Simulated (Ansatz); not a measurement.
# BaZrO3: stiffness from strained cells

Aim: the elastic tensor from the stress of slightly strained cells, and the moduli that follow. Runs: cell and atoms relaxed (PAW); reference run (PAW); cell relaxed at 5 GPa (PAW); at 5 GPa (PAW).

Method: DFT PBEsol, frozen-core PAW, scalar-relativistic unless said, in Ansatz 0.2.0.

2 further runs of the same task are left out: 1 that didn't finish, 1 set aside as unsound or not needed.

## (1) The structure to begin with

It takes space group Pm-3m (No. 221, cubic). Conventional cell: a = 4.191 Å, b = 4.191 Å, c = 4.191 Å, α = 90.00°, β = 90.00°, γ = 90.00°. Around Ba (site symmetry m-3m) lie 12 O at 2.96 Å. Around Zr (site symmetry m-3m) lie 6 O at 2.10 Å. O (site symmetry 4/mmm) has 2 Zr at 2.10 Å and 4 Ba at 2.96 Å as nearest neighbours.

As a file:

```cif
data_structure
_symmetry_space_group_name_H-M 'Pm-3m'
_symmetry_Int_Tables_number 221
_cell_length_a 4.1913
_cell_length_b 4.1913
_cell_length_c 4.1913
_cell_angle_alpha 90.000
_cell_angle_beta 90.000
_cell_angle_gamma 90.000
_cell_volume 73.63
loop_
_atom_site_label
_atom_site_type_symbol
_atom_site_symmetry_multiplicity
_atom_site_Wyckoff_symbol
_atom_site_fract_x
_atom_site_fract_y
_atom_site_fract_z
_atom_site_occupancy
Ba1 Ba 1 a 0.00000 0.00000 0.00000 1
Zr1 Zr 1 b 0.50000 0.50000 0.50000 1
O1 O 3 c 0.00000 0.50000 0.50000 1
```

Cartesian axes are those of the input's lattice vectors. The structure goes back to a database entry.

## (2) Cell and atoms relaxed, PAW

The input, input.yaml:

```yaml
crystal:
  lattice:
    - [4.19134, 0.0, 0.0]
    - [0.0, 4.19134, 0.0]
    - [0.0, 0.0, 4.19134]
  atoms:
    - { symbol: Ba, position: [0.0, 0.0, 0.0] }
    - { symbol: Zr, position: [0.5, 0.5, 0.5] }
    - { symbol: O, position: [0.0, 0.5, 0.5] }
    - { symbol: O, position: [0.5, 0.0, 0.5] }
    - { symbol: O, position: [0.5, 0.5, 0.0] }
kpoints:
  mp_grid: { grid: [8, 8, 8] }
scf:
  occupations: { method: fermi_dirac, width: 0.05 }
hamiltonian:
  xc: pbesol
  pseudopotentials: { kind: paw }
relax:
  f_tol: 0.002
  max_steps: 80
  cell: {}
output:
  forces: true
  stress: true
```

On the command line:

```console
$ ansatz run input.yaml --threads 2 --pin off --max-ram 6144MiB --backend cpu --events-out ev --progress --plain --runs-dir out
```

## (4) Reference run, PAW

The input, input.yaml:

```yaml
crystal:
  lattice:
    - [4.18061501459, 0.0, 0.0]
    - [0.0, 4.18061501459, 0.0]
    - [0.0, 0.0, 4.18061501459]
  atoms:
    - { symbol: Ba, position: [0.0, 0.0, 0.0] }
    - { symbol: Zr, position: [0.5, 0.5, 0.5] }
    - { symbol: O, position: [0.0, 0.5, 0.5] }
    - { symbol: O, position: [0.5, 0.0, 0.5] }
    - { symbol: O, position: [0.5, 0.5, 0.0] }
kpoints:
  mp_grid: { grid: [6, 6, 6] }
scf:
  occupations: { method: fixed }
hamiltonian:
  xc: pbesol
  pseudopotentials: { kind: paw }
elastic:
  mode: relaxed_ion
  stencil: two_point
  amplitude: 0.008
```

## (5) Cell relaxed at 5 GPa, PAW

input.yaml, as its differences from that of step 4:

```diff
@@ -18,5 +18,8 @@
   pseudopotentials: { kind: paw }
-elastic:
-  mode: relaxed_ion
-  stencil: two_point
-  amplitude: 0.008
+relax:
+  f_tol: 0.002
+  max_steps: 80
+  cell: { p_target: 5 }
+output:
+  forces: true
+  stress: true
```

## (7) At 5 GPa, PAW

The input, input.yaml:

```yaml
crystal:
  lattice:
    - [4.14069829332, 0.0, 0.0]
    - [0.0, 4.14069829332, 0.0]
    - [0.0, 0.0, 4.14069829332]
  atoms:
    - { symbol: Ba, position: [0.0, 0.0, 0.0] }
    - { symbol: Zr, position: [0.5, 0.5, 0.5] }
    - { symbol: O, position: [0.0, 0.5, 0.5] }
    - { symbol: O, position: [0.5, 0.0, 0.5] }
    - { symbol: O, position: [0.5, 0.5, 0.0] }
kpoints:
  mp_grid: { grid: [6, 6, 6] }
scf:
  occupations: { method: fixed }
hamiltonian:
  xc: pbesol
  pseudopotentials: { kind: paw }
elastic:
  mode: relaxed_ion
  stencil: two_point
  amplitude: 0.008
```

(Steps that only read results are left out.)

Q: Predict the outcome of this session. Wanted: C11; C12; C44; bulk, shear and Young's modulus; Debye temperature from sound speeds; universal anisotropy index.

As calculated:

| quantity | value |
| --- | --- |
| C11 (PAW) | 324 GPa |
| C12 (PAW) | 83 GPa |
| C44 (PAW) | 85 GPa |
| bulk, shear and Young's modulus | 163, 98, 245 GPa |
| Debye temperature from sound speeds | 532 K |
| universal anisotropy index | 0.14 |

What this shows: All eigenvalues are positive, so the crystal is mechanically stable; by PAW K = 163 and G = 98 GPa, K/G = 1.66, on the brittle side of Pugh's rough line at 1.75, which was drawn for metals. Young's modulus runs from 218 to 290 GPa with direction. At 5 GPa K rises to 185 GPa. Cautions: frozen-core PAW files fitted under PBE, their cores solved anew for the functional of the run.
